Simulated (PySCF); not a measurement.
**Calculated NMR parameters of maleic anhydride**

- Formula: C4H2O3
- SMILES: O=C1C=CC(=O)O1
- Point group of the computed structure: C2v
- Degrees of unsaturation: 4
- Carbon signals: 2
- Proton signals: 1

Numbering as in the mapped SMILES `[O:1]=[C:2]1[CH:3]=[CH:4][C:5](=[O:6])[O:7]1` (H(Xn): hydrogen on atom n).

Calculated, not measured (PySCF): couplings computed with B3LYP/pcJ-1, GIAO PBE0/pcSseg-1 shieldings, geometry from GFN2-xTB. In vacuum, single conformer, relativity neglected, equivalent nuclei averaged.

Referencing at the same level of theory: TMS for $^{1}$H (σ = 31.72 ppm) and $^{13}$C (σ = 186.93 ppm); $^{17}$O (σ = 336.08 ppm) vs H2O.

| carbon | δC, type | δH (multiplicity, J in Hz) | HMBC from (abs. J ≥ 3 Hz) | span of the C tensor (ppm) |
| --- | --- | --- | --- | --- |
| C2/C5 | 170.9, C | – | H(C3)/H(C4) | 162 |
| C3/C4 | 144.0, CH | 6.93 (s) | H(C3)/H(C4) | 227 |

Other nuclei:
| atoms | nucleus | environment | δ (ppm) | σ (ppm) |
| --- | --- | --- | --- | --- |
| O1/O6 | $^{17}$O | ester carbonyl oxygen | 507.1 | -171.0 |
| O7 | $^{17}$O | ester alkoxy oxygen | 304.8 | 31.2 |

Selected couplings (Hz, signed; the shortest-range and largest first, 30 at most; isotopes $^{13}$C, $^{1}$H): $^{1}J$(C3,H(C3)) 192.8, $^{1}J$(C2,C3) 64.7.

- Carbon types of the structure: 2 × C, 2 × CH, which accounts for all hydrogens.
- δC 170.9: anhydride carbonyl carbon; lone-pair donation from the attached heteroatom keeps it upfield of a ketone carbonyl.
- δC 144.0: β carbon of a C=C–C=O unit; conjugation with the carbonyl draws π density from the β position.
- δH 6.93: hydrogen on a β carbon of a C=C–C=O unit; olefinic region.

Shifts are as computed. Against solution values, carbons near 30 ppm lie about +3 ppm off and those near 130 ppm about +5 ppm. Of 1211 compounds with measured shifts, 218 miss one by over three times the rms of a fit or turn the order of signals round; such compounds aren't used in these exercises. Unscaled 17O shifts of doubly bonded oxygen tend to come out too high, by tens of ppm or more. Experimental scales use liquid or dissolved standards, which lie at an offset from isolated H2O (liquid H2O: subtract about 36 ppm).
